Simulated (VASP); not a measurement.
## Cu under changes of volume

One of the cells (11.515 Å³/atom); the others are scaled copies at fixed shape and fractional positions:

```
Cu
1.0
     2.54104    0.00000    0.00000
    -1.27052    2.20060    0.00000
     0.00000    0.00000    4.11868
Cu
2
Direct
  0.66667 0.33333 0.75000
  0.33333 0.66667 0.25000
```

This isn't the form of Cu at room conditions, which is fcc.

```yaml
Program: VASP 6.6.1
Functional: r2SCAN
Potentials_or_basis: VASP PAW PBE potentials, release 64 (Cu)
Cutoff: 520 eV
k_mesh: 10 × 10 × 6
Occupations: fermi-dirac, width 0.05 eV
Spin: no spin polarisation
```

| volume (Å³/atom) | energy over the lowest point (meV/atom) | pressure (GPa) |
| --- | --- | --- |
| 11.055 | 10.35 | 7.2 |
| 11.285 | 2.64 | 3.4 |
| 11.515 | 0.00 | 0.1 |
| 11.746 | 1.94 | -2.9 |
| 11.976 | ? | ? |

Question: What does the run at 11.976 Å³/atom give?

Answer: Energy over the lowest point 7.92 meV/atom; pressure -5.6 GPa.

Worked out: A Birch-Murnaghan fit of order 2 (a polynomial in V^(-2/3)) to the other rows has its minimum at 11.53 Å³/atom with B0 = V·E''(V) = 159 GPa at fixed shape and positions, which overstates the stiffness. It gives 8.03 meV/atom at 11.976 Å³/atom, against the run's 7.92, and -dE/dV = -5.6 GPa, against -5.6.

Energies are extrapolated to zero smearing.

Caveats: the PAW data sets were made with another functional, which shifts forces and pressure a little.
